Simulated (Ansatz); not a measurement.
**1T-SiSTe monolayer in a perpendicular field**

What dipole does a perpendicular field induce in the 1T-SiSTe monolayer? A positive field points along +c.

Main program and level: Ansatz 0.2.0; plane-wave DFT, PBE-D3(BJ), Ansatz PAW.

### Step 1. Set-up

The cell holds 3 atoms: 1 Te, 1 Si and 1 S. Cell: a = 3.361 Å, b = 3.361 Å, c = 35.605 Å, α = 90.0°, β = 90.0°, γ = 120.0°. Vacuum lies along c.

### Step 2. Relaxing the slab

The starting cell is a guess, so the in-plane lattice and the atoms are relaxed first, with the slab cut off from its images along the normal.

The input, input.yaml:

```yaml
crystal:
  lattice:
    - [3.3612985, 0.0, 0.0]
    - [-1.68064925, 2.9109698907, 0.0]
    - [0.0, 0.0, 35.60477885]
  atoms:
    - { symbol: Te, position: [0.6666666667, 0.3333333333, 0.4676338553] }
    - { symbol: Si, position: [0.0, 0.0, 0.5072451576] }
    - { symbol: S, position: [0.3333333333, 0.6666666667, 0.5323661447] }
  periodic: [true, true, false]
kpoints:
  mp_grid: { grid: [12, 12, 1] }
hamiltonian:
  xc: pbe
  dispersion: d3bj
scf:
  occupations: { method: fermi_dirac, width: 0.05 }
  convergence: { dr2_threshold: 1.0e-09 }
relax:
  f_tol: 0.004
  max_steps: 90
  cell: {}
output:
  write_potential: true
  write_density: true
  volumetric_format: npy
```

Launch:

```bash
ansatz run input.yaml --threads 2 --pin off --max-ram 3072MiB --backend cpu --events-out ev --progress --plain --runs-dir out
```

Numbers of over 12 decimals in the logs are rounded to 6 here.

The log of the run:

```text
Warning: relax.cell: scf.convergence.dr2_threshold = 1e-9 eV is looser than the 1.98140671046e-10 eV advised for a relaxation that steers and ends on the stress (1e-10 eV for each atom of the cell: 3, times the square of relax.cell.stress_2d_tol = 0.05 N/m over 12.3 Å (the atoms' height at the walk's start and 5 Å past either face), 4.063e-2 GPa, over a crystal's default 0.05). What an SCF threshold leaves in a stress goes as its square root, and in the free energy as the threshold itself, and one threshold admits the most on a small cell: [figures from the program's tests cut] Set scf.convergence.dr2_threshold to 1.98140671046e-10 eV or tighter. [rest of the remark cut]
Engine: ansatz 0.2.0, x86_64-unknown-linux-gnu
Pseudopotentials: kind: paw
Pseudopotential: Te, paw, valence charge 16, recommended cutoff 420 eV (normal), Te.paw.azcp
Pseudopotential: Si, paw, valence charge 4, recommended cutoff 420 eV (normal), Si.paw.azcp
Pseudopotential: S, paw, valence charge 6, recommended cutoff 420 eV (normal), S.paw.azcp
Functional definition: PBE
  parameter kappa = 0.804
  parameter beta = 0.066725
  exchange = pbe_x(kappa = kappa, mu = beta*pi^2/3)
  correlation = pbe_c(beta = beta)
Crystal: 3 atoms, lattice volume = 348.380 Å³
Basis set: ecut = 420 eV, 6839 PW (Γ), exchange–correlation on 48×48×480 points (8 copies of the dense FFT grid, shifted against one another)
Bands: 17, of which v1, the nominal top of the filled ones, is band 13 counted from 1 (12 counted from 0)
Symmetry: 6 space group operations
Space group: P3m1 (ITA 156), of the structure as read, at distance tolerance 7.0e-5 Å
k-points: 19 of 144 (time reversal used)
Non-local potential: Te, projectors of the file, l = 0: 2, l = 1: 2, l = 2: 2, l = 3: 2
Non-local potential: Si, projectors of the file, l = 0: 2, l = 1: 2, l = 2: 2
Non-local potential: S, projectors of the file, l = 0: 2, l = 1: 2, l = 2: 2
PAW form: soft (Blöchl's): semilocal exchange-correlation on the pseudo side does not see the compensation charge
PAW one-centre angular grid: Te, 590 points (default); XC on 64 Gauss nodes
PAW one-centre angular grid: Si, 110 points (default); XC on 64 Gauss nodes
PAW one-centre angular grid: S, 110 points (default); XC on 64 Gauss nodes
Initial density: superposition of atomic densities (neutral atoms: chi_scale 0, normalization atom), corrected by the library's trained network
Initial wavefunctions: pseudopotential atomic-orbital guess
Functional: x = pbe(κ = 0.804, μ = 0.219515), c = pbe(β = 0.066725)
SCF iter   1: F=—  HF=-8516.709515 eV  |F-HF|=—  |Δ(HF+E_count)|=         —  Δρ=1.98e-3  dr2=9.79e-2  ethr=1.77e-3  ⟨swp⟩=15.7  Hψ=3570  notcnv=0
preconditioner: auto → LDOS  [metal: Δε(μ)=0.111 eV  Ē_g=10.825 eV  σ=0.050 eV  W_gap=0.42  n_scr=20 (ndim 8)  ℏωp=8.0 eV  f_vac=0.813  D(μ)=0.81/eV (n_scr^D=6)  β→1.0]
SCF iter   2: F=—  HF=-8516.706769 eV  |F-HF|=—  |Δ(HF+E_count)|=   2.75e-3  Δρ=1.21e-3  dr2=3.98e-2  ethr=3.76e-4  ⟨swp⟩=5.9  Hψ=978  notcnv=0
SCF iter   3: F=—  HF=-8516.700771 eV  |F-HF|=—  |Δ(HF+E_count)|=   6.00e-3  Δρ=3.21e-4  dr2=1.48e-3  ethr=1.53e-4  ⟨swp⟩=4.8  Hψ=665  notcnv=0
SCF iter   4: F=—  HF=-8516.700776 eV  |F-HF|=—  |Δ(HF+E_count)|=   5.01e-6  Δρ=1.05e-4  dr2=6.66e-5  ethr=5.68e-6  ⟨swp⟩=3.5  Hψ=732  notcnv=0
SCF iter   5: F=—  HF=-8516.700744 eV  |F-HF|=—  |Δ(HF+E_count)|=   3.19e-5  Δρ=6.32e-5  dr2=3.12e-5  ethr=2.56e-7  ⟨swp⟩=3.2  Hψ=726  notcnv=0
SCF iter   6: F=—  HF=-8516.700741 eV  |F-HF|=—  |Δ(HF+E_count)|=   3.56e-6  Δρ=1.67e-5  dr2=1.01e-6  ethr=1.20e-7  ⟨swp⟩=2.9  Hψ=673  notcnv=0
SCF iter   7: F=—  HF=-8516.700722 eV  |F-HF|=—  |Δ(HF+E_count)|=   1.86e-5  Δρ=2.88e-6  dr2=3.87e-8  ethr=3.90e-9  ⟨swp⟩=3.5  Hψ=732  notcnv=0
SCF iter   8: F=—  HF=-8516.700722 eV  |F-HF|=—  |Δ(HF+E_count)|=   7.12e-8  Δρ=8.86e-7  dr2=2.02e-9  ethr=1.49e-10  ⟨swp⟩=4.1  Hψ=823  notcnv=0
SCF iter   9: F=-8516.700722 eV  HF=-8516.700722 eV  |F-HF|=2.82e-9  |Δ(HF+E_count)|=   1.40e-8  Δρ=2.07e-7  dr2=1.84e-10  ethr=3.85e-12  ⟨swp⟩=13.2  Hψ=2661  notcnv=0
SCF 1 converged in 9 iterations: F = -8516.700722 eV  dr2 = 1.84e-10
  greatest PAW one-centre occupation: 0.998 electrons in one spin orbital (limit 2), on the Te atom at site 0 (counted from 0), in its partial waves of l = 2
relax step   1: F+E_penalty+E_count = -8516.70072239 eV  Δ(F+E_penalty+E_count) = +0.000e0 eV  max|allowed force component| = 5.983e0 eV/Å  Δτ_max = 0.0000 Å  P = +21.482 N/m  Ω = 348.380 Å³  fix = [c, alpha, beta]  reactions: c +0.000 N/m  (9 SCF iters, accepted)
Crystal: 3 atoms, lattice volume = 353.714 Å³
Basis set: ecut = 420 eV, 6995 PW (Γ), exchange–correlation on 48×48×480 points (8 copies of the dense FFT grid, shifted against one another)
Initial density: handed on by an earlier stage of this run
Initial wavefunctions: those handed on with the density
iter 1 solved again at ethr=8.23e-4 eV; its pass at ethr=3.10e-3 eV (dr2=2.14e-1 eV) is discarded
SCF iter   1: F=—  HF=-8518.478628 eV  |F-HF|=—  |Δ(HF+E_count)|=         —  Δρ=5.79e-3  dr2=1.96e-1  ethr=8.23e-4  ⟨swp⟩=1.8  Hψ=3328  notcnv=0
preconditioner: auto → LDOS  [metal: Δε(μ)=0.059 eV  Ē_g=10.260 eV  σ=0.050 eV  W_gap=0.28  n_scr=20 (ndim 8)  ℏωp=7.9 eV  f_vac=0.799  D(μ)=1.47/eV (n_scr^D=8)  β→1.0]
SCF iter   2: F=—  HF=-8518.447528 eV  |F-HF|=—  |Δ(HF+E_count)|=   3.11e-2  Δρ=2.57e-3  dr2=4.90e-2  ethr=7.53e-4  ⟨swp⟩=3.9  Hψ=682  notcnv=0
SCF iter   3: F=—  HF=-8518.439061 eV  |F-HF|=—  |Δ(HF+E_count)|=   8.47e-3  Δρ=8.68e-4  dr2=8.26e-3  ethr=1.88e-4  ⟨swp⟩=3.6  Hψ=696  notcnv=0
SCF iter   4: F=—  HF=-8518.438132 eV  |F-HF|=—  |Δ(HF+E_count)|=   9.29e-4  Δρ=3.10e-4  dr2=9.33e-4  ethr=3.18e-5  ⟨swp⟩=2.4  Hψ=587  notcnv=0
SCF iter   5: F=—  HF=-8518.438050 eV  |F-HF|=—  |Δ(HF+E_count)|=   8.14e-5  Δρ=1.11e-4  dr2=1.59e-4  ethr=3.59e-6  ⟨swp⟩=3.6  Hψ=679  notcnv=0
SCF iter   6: F=—  HF=-8518.438036 eV  |F-HF|=—  |Δ(HF+E_count)|=   1.38e-5  Δρ=2.60e-5  dr2=8.78e-6  ethr=6.12e-7  ⟨swp⟩=3.2  Hψ=677  notcnv=0
SCF iter   7: F=—  HF=-8518.438011 eV  |F-HF|=—  |Δ(HF+E_count)|=   2.57e-5  Δρ=1.23e-5  dr2=1.79e-6  ethr=3.38e-8  ⟨swp⟩=3.4  Hψ=626  notcnv=0
SCF iter   8: F=—  HF=-8518.437996 eV  |F-HF|=—  |Δ(HF+E_count)|=   1.46e-5  Δρ=3.01e-6  dr2=8.31e-8  ethr=6.87e-9  ⟨swp⟩=3.3  Hψ=569  notcnv=0
SCF iter   9: F=—  HF=-8518.437996 eV  |F-HF|=—  |Δ(HF+E_count)|=   1.17e-7  Δρ=1.71e-6  dr2=7.35e-9  ethr=3.20e-10  ⟨swp⟩=2.8  Hψ=618  notcnv=0
SCF iter  10: F=-8518.437996 eV  HF=-8518.437996 eV  |F-HF|=3.95e-9  |Δ(HF+E_count)|=   1.47e-9  Δρ=3.85e-7  dr2=3.83e-10  ethr=3.85e-12  ⟨swp⟩=13.5  Hψ=2721  notcnv=0
[...]
SCF iter   4: F=—  HF=-8518.928445 eV  |F-HF|=—  |Δ(HF+E_count)|=   7.60e-4  Δρ=1.85e-4  dr2=2.86e-4  ethr=2.17e-5  ⟨swp⟩=3.1  Hψ=631  notcnv=0
SCF iter   5: F=—  HF=-8518.928402 eV  |F-HF|=—  |Δ(HF+E_count)|=   4.27e-5  Δρ=4.80e-5  dr2=2.50e-5  ethr=1.10e-6  ⟨swp⟩=2.9  Hψ=662  notcnv=0
SCF iter   6: F=—  HF=-8518.928358 eV  |F-HF|=—  |Δ(HF+E_count)|=   4.40e-5  Δρ=1.98e-5  dr2=2.89e-6  ethr=9.62e-8  ⟨swp⟩=3.8  Hψ=733  notcnv=0
SCF iter   7: F=—  HF=-8518.928340 eV  |F-HF|=—  |Δ(HF+E_count)|=   1.76e-5  Δρ=4.19e-6  dr2=8.46e-8  ethr=1.11e-8  ⟨swp⟩=3.2  Hψ=690  notcnv=0
SCF iter   8: F=—  HF=-8518.928340 eV  |F-HF|=—  |Δ(HF+E_count)|=   1.26e-7  Δρ=1.34e-6  dr2=1.15e-8  ethr=3.25e-10  ⟨swp⟩=3.3  Hψ=687  notcnv=0
SCF iter   9: F=-8518.928341 eV  HF=-8518.928341 eV  |F-HF|=4.71e-9  |Δ(HF+E_count)|=   5.47e-8  Δρ=2.51e-7  dr2=7.75e-10  ethr=3.85e-12  ⟨swp⟩=10.5  Hψ=2785  notcnv=0
SCF 3 converged in 9 iterations: F = -8518.928341 eV  dr2 = 7.75e-10
relax step   3: F+E_penalty+E_count = -8518.92834055 eV  Δ(F+E_penalty+E_count) = -4.903e-1 eV  max|allowed force component| = 2.812e-1 eV/Å  Δτ_max = 0.1976 Å  P = +5.040 N/m  Ω = 349.773 Å³  energy of the carried Pulay correction = -4.424e-5 eV  fix = [c, alpha, beta]  reactions: c +0.000 N/m  (9 SCF iters, accepted)
[...]
relax step   4: F+E_penalty+E_count = -8519.02679854 eV  Δ(F+E_penalty+E_count) = -9.846e-2 eV  max|allowed force component| = 1.379e-1 eV/Å  Δτ_max = 0.0224 Å  P = +1.136 N/m  Ω = 369.516 Å³  energy of the carried Pulay correction = -6.529e-4 eV  fix = [c, alpha, beta]  reactions: c +0.000 N/m  (9 SCF iters, accepted)
[...]
relax step   5: F+E_penalty+E_count = -8519.03268812 eV  Δ(F+E_penalty+E_count) = -5.890e-3 eV  max|allowed force component| = 4.609e-2 eV/Å  Δτ_max = 0.0011 Å  P = +0.146 N/m  Ω = 374.823 Å³  energy of the carried Pulay correction = -8.108e-4 eV  fix = [c, alpha, beta]  reactions: c +0.000 N/m  (7 SCF iters, accepted)
[...]
relax step   6: F+E_penalty+E_count = -8519.03284578 eV  Δ(F+E_penalty+E_count) = -1.577e-4 eV  max|allowed force component| = 1.652e-2 eV/Å  Δτ_max = 0.0022 Å  P = +0.004 N/m  Ω = 375.469 Å³  energy of the carried Pulay correction = -8.299e-4 eV  fix = [c, alpha, beta]  reactions: c +0.000 N/m  (6 SCF iters, accepted)
[...]
relax step   7: F+E_penalty+E_count = -8519.03285837 eV  Δ(F+E_penalty+E_count) = -1.258e-5 eV  max|allowed force component| = 6.129e-3 eV/Å  Δτ_max = 0.0008 Å  P = -0.006 N/m  Ω = 375.466 Å³  energy of the carried Pulay correction = -8.298e-4 eV  fix = [c, alpha, beta]  reactions: c -0.000 N/m  (5 SCF iters, accepted)
[...]
relax step   8: F+E_penalty+E_count = -8519.03286149 eV  Δ(F+E_penalty+E_count) = -3.129e-6 eV  max|allowed force component| = 1.961e-5 eV/Å  Δτ_max = 0.0003 Å  P = -0.000 N/m  Ω = 375.419 Å³  energy of the carried Pulay correction = -8.284e-4 eV  fix = [c, alpha, beta]  reactions: c -0.000 N/m  (5 SCF iters, accepted)
Initial wavefunctions: pseudopotential atomic-orbital guess (no wavefunctions were taken with the density)
iter 1 solved again at ethr=8.66e-7 eV; its pass at ethr=3.10e-3 eV (dr2=2.25e-4 eV) is discarded
SCF iter   1: F=—  HF=-8519.031503 eV  |F-HF|=—  |Δ(HF+E_count)|=         —  Δρ=1.14e-4  dr2=1.32e-6  ethr=8.66e-7  ⟨swp⟩=5.4  Hψ=4783  notcnv=0
preconditioner: auto → LDOS  [insulator: Δε(μ)=0.144 eV  Ē_g=9.464 eV  σ=0.050 eV  W_gap=0.62  n_scr=18 (ndim 8)  ℏωp=7.7 eV  f_vac=0.793  D(μ)=1.04/eV (n_scr^D=8)  ε∞_Penn≈1.7  β→1.0]
SCF iter   2: F=—  HF=-8519.033676 eV  |F-HF|=—  |Δ(HF+E_count)|=   2.17e-3  Δρ=6.80e-6  dr2=1.86e-7  ethr=5.09e-9  ⟨swp⟩=4.0  Hψ=774  notcnv=0
SCF iter   3: F=—  HF=-8519.033672 eV  |F-HF|=—  |Δ(HF+E_count)|=   4.42e-6  Δρ=2.58e-6  dr2=1.89e-8  ethr=7.15e-10  ⟨swp⟩=2.9  Hψ=653  notcnv=0
SCF iter   4: F=-8519.033676 eV  HF=-8519.033676 eV  |F-HF|=3.20e-7  |Δ(HF+E_count)|=   3.98e-6  Δρ=3.87e-7  dr2=6.10e-10  ethr=3.85e-12  ⟨swp⟩=17.3  Hψ=3796  notcnv=0
SCF 9 converged in 4 iterations: F = -8519.033676 eV  dr2 = 6.10e-10
  Residual-converged pass: ⟨swp⟩=1.2  Hψ=402  notcnv=0  max |occ|·‖R‖ = 7.1e-9 eV (tolerance 1.0e-8 eV)  dr2=6.10e-10  dr2_onsite=9.56e-11  max |Δocc| = 6.6e-12
relax step   9: F+E_penalty+E_count = -8519.03367634 eV  Δ(F+E_penalty+E_count) = -8.148e-4 eV  max|allowed force component| = 1.655e-4 eV/Å  Δτ_max = 0.0000 Å  P = +0.002 N/m  Ω = 375.419 Å³  fix = [c, alpha, beta]  reactions: c +0.000 N/m  stress off target by 2.13e-3 N/m on what of the cell is left free  SCF on the basis re-selected at this cell (its energy is not comparable with the rows above)  (4 SCF iters)
basis re-selected at this cell: Δ(F+E_penalty+E_count) = -8.148e-4 eV, ΔP = +0.003 N/m vs the last step (what re-selecting the basis moved, of the pressure what is left beyond the Pulay correction that the steps carried, after the strain that the cell walked since its last selection, with what the two solves' SCF thresholds leave and, on support functions, any second-order correction that the steps lacked; it is no m [...]
WARN: The input density's exchange-correlation potential varies sharply where the density is thin. Do not read a vacuum level from v_tot or v_xc, or from such a field of the output density. On a cell that repeats whose density bears no net charge and no dipole along the vacuum's axis use v_es (v_loc + v_h of the components); under efield.dipole_correction with no amplitude use v_es + v_field, which holds any external [...]
SCF converged after 4 iterations
Free energy (F): -8519.033676 eV
Harris-Foulkes:  -8519.033676 eV  (|F-HF|=3.20e-7)
Internal energy: -8519.024767 eV  (E = F + TS)
E sigma→0 (E₀):  -8519.029222 eV
Entropy (-TS):   -0.008909 eV (-2.970 meV/atom)
Fermi energy:    -4.662261 eV
--- Per-component energies (eV) ---
  E_band       = -590.899318
  E_kinetic    = 329.752520
  E_local      = -43804.887040  (includes V_loc(G=0)·N_el)
  E_nonlocal   = -257.328376
  E_hartree    = 21884.022234
  E_xc         = -277.338295
  E_vxc        = -239.394363  (∫ρ·V_xc dr)
  E_paw        = -5774.994676  (= ΣΔE_a)
  E_vpaw       = -387.087630  (= ΣTr[D̂ρ^β])
  E_aug_tail   = -0.000173  (compensation charges beyond the density's cutoff)
  E_ewald      = 19382.614561
  E_disp       = -0.865521  (pairwise vdW)
  E_smearing   = -0.008909  (= −TS)
  E_closure    = -0.000000  (closes the sum)
  Σ components = -8519.033676   (vs F -8519.033676, Δ=0.00e0)
--- Forces (eV/Å), atoms counted from 1 ---
  atom   1  Te    -0.00000000     0.00000000     0.00004836
  atom   2  Si     0.00000000     0.00000000     0.00011438
  atom   3  S      0.00000000     0.00000000    -0.00016692
  max |Σ_I F_I| component: 4.19e-6 eV/Å
--- 2D stress c σ (N/m, compression-positive) ---
        0.002133       0.000000      -0.000000
        0.000000       0.002133       0.000000
       -0.000000       0.000000       0.000000
  P = ½ c Tr σ = 0.0021 N/m
--- Band table (eV; the first three rows and the last of 19) ---
  k-point 0: bands = [... 9 lower, -7.1638, -7.1638, -4.0889, -4.0889, -3.6516, -1.4207, -1.1473, -1.1473]
  k-point 1: bands = [... 9 lower, -7.3178, -7.3015, -4.8892, -4.1688, -3.1701, -1.4845, -1.1309, -1.0192]
  k-point 2: bands = [... 9 lower, -7.6802, -7.1855, -6.2856, -4.4368, -3.0671, -1.5647, -0.6504, -0.6307]
  k-point 18: bands = [... 9 lower, -9.9228, -9.9075, -7.2254, -6.5344, -4.1661, -0.9099, -0.0471, 0.3240]
  the weakly bound empty levels are not read free of the cell's end (no_gap_told)
--- Relaxed structure (8 steps of the walk, 8 accepted, 1 SCFs on fresh bases) ---
  F+E_penalty+E_count = -8519.03367634 eV   max|allowed force component| = 1.655e-4 eV/Å   (the final SCF, on the basis selected at the relaxed cell)
  cell:  # Å, volume = 375.4191 Å³
    - [3.489303, 0, 0]
    - [-1.744652, 3.021825, 0]
    - [0, 0, 35.60477885]
  atoms:
    - { symbol: Te, position: [0.666667, 0.333333, 0.457567] }
    - { symbol: Si, position: [0, 0, 0.507370] }
    - { symbol: S, position: [0.333333, 0.666667, 0.542308] }
```

Elapsed: 1.9 min, on 2 threads of Intel Xeon at 2.50GHz (Skylake/Cascade Lake), shared host; peak memory 0.6 GiB.

Relaxation path:

| step | energy less that of the first step (eV) | largest force component (eV/Å) | volume (Å³) |
| --- | --- | --- | --- |
| 1 | 0.0000 | 5.9831 | 348.38 |
| 2 | -1.7373 | 3.0718 | 353.71 |
| 3 | -2.2276 | 0.2812 | 349.77 |
| 4 | -2.3261 | 0.1379 | 369.52 |
| 5 | -2.3320 | 0.0461 | 374.82 |
| 6 | -2.3321 | 0.0165 | 375.47 |
| 7 | -2.3321 | 0.0061 | 375.47 |
| 8 | -2.3321 | 0.0000 | 375.42 |
| 9* | -2.3330 | 0.0002 | 375.42 |

Relaxation steps marked * repeat the geometry before them on a plane-wave basis chosen anew for their cell, so energy and pressure can jump there.

The run keeps the 6 symmetry operations that it works with, so distortions that break them were not tested.

| cell as run | before | after | change |
| --- | --- | --- | --- |
| a (Å) | 3.361 | 3.489 | +3.8 % |
| b (Å) | 3.361 | 3.489 | +3.8 % |

The atoms that moved most (Å, along periodic axes as changes of fractional coordinates times the final cell, across vacuum about the mean position):

| atom | dx | dy | dz | length |
| --- | --- | --- | --- | --- |
| Te1 | 0.000 | 0.000 | -0.358 | 0.358 |
| S3 | 0.000 | 0.000 | 0.354 | 0.354 |

The relaxed structure:

```cif
data_structure
_symmetry_space_group_name_H-M 'P 1'
_symmetry_Int_Tables_number 1
_cell_length_a 3.4893
_cell_length_b 3.4893
_cell_length_c 35.6048
_cell_angle_alpha 90.000
_cell_angle_beta 90.000
_cell_angle_gamma 120.000
_cell_volume 375.42
loop_
_atom_site_label
_atom_site_type_symbol
_atom_site_fract_x
_atom_site_fract_y
_atom_site_fract_z
_atom_site_occupancy
Te1 Te 0.66667 0.33333 0.45757 1
Si2 Si 0.00000 0.00000 0.50737 1
S3 S 0.33333 0.66667 0.54231 1
```

This step gave:

| Item | Value |
| --- | --- |
| energy at zero smearing | -8519.0292 eV |

The lattice constant a goes from 3.361 to 3.489 Å.

[end of part 1 of 2]

[Logs are printed without paths, hosts, clocks, repeated set-up lines and the standing remarks that a program may print on its own settings, such as how far it seeks lower states.]

[Hosts, paths, dates, database ids (printed as entryN), source tags and the programs' standing remarks are cut or masked in the printed files.]

[Maps of the electrostatic potential energy from Ansatz leave out the sawtooth potential of an applied field or a dipole correction, so their vacuum need not be flat; planar profiles and work functions include it.]
